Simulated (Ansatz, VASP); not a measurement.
# Al in VASP and in Ansatz

```
CELL_PARAMETERS angstrom
0.00000 2.01996 2.01996
2.01996 0.00000 2.01996
2.01996 2.01996 0.00000
ATOMIC_POSITIONS crystal
Al 0.00000 0.00000 0.00000
```

Alike in both runs: task single point; functional PBE; k mesh 13 × 13 × 13; occupations methfessel-paxton of order 1, width 0.01 eV; no spin polarisation.

```csv
,VASP,Ansatz
version,VASP 6.6.1,Ansatz 0.2.0
potentials or method,"VASP PAW PBE potentials, release 64 (Al)","plane waves (420 eV) with PAW, scalar-relativistic"
plane-wave cutoff (eV),520,420
valence electrons in the cell,3,3
```

```csv
,VASP,Ansatz,Ansatz less VASP
pressure (GPa),0.1,0.1,+0.04
```
